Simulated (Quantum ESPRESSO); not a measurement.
Crystal: Te2Mo.

```xyz
6
Lattice="3.5182 0.0000 0.0000 -1.7591 3.0469 0.0000 0.0000 0.0000 13.9736" Properties=species:S:1:pos:R:3 pbc="T T T"
Te    1.7591    1.0156    5.2960
Te    0.0000    2.0312   12.2828
Te    1.7591    1.0156    1.6908
Te    0.0000    2.0312    8.6776
Mo    1.7591    1.0156   10.4802
Mo    0.0000    2.0312    3.4934
```

Base run:

| Property | Result |
| --- | --- |
| Program | Quantum ESPRESSO 7.5 |
| Functional | PBE |
| Potentials or basis | GBRV 1.5 PBE |
| Cutoff | 612 eV |
| Density cutoff | 4898 eV |
| k mesh | 9 × 9 × 2 |
| Occupations | fermi-dirac, width 0.05 eV |
| Spin | no spin polarisation |

Its results: band gap on the k mesh 0.73 eV, indirect (least direct gap 1.04 eV); pressure 3.7 GPa; largest force 0.302 eV/Å.

Problem. The run is repeated on the same cell with these changes: functional from PBE to LDA; potentials or basis from GBRV 1.5 PBE to GBRV 1.5 LDA. What comes out?

Solution. Band gap on the k mesh 0.70 eV, indirect (least direct gap 1.03 eV); pressure -2.1 GPa; largest force 0.139 eV/Å.

Caveats: spin-orbit coupling is left out, which moves the levels of the heavy elements; this functional lacks dispersion, which binds the layers, so the pressure and a relaxed spacing across them are unreliable (some runs).

A k mesh can miss the band edges.
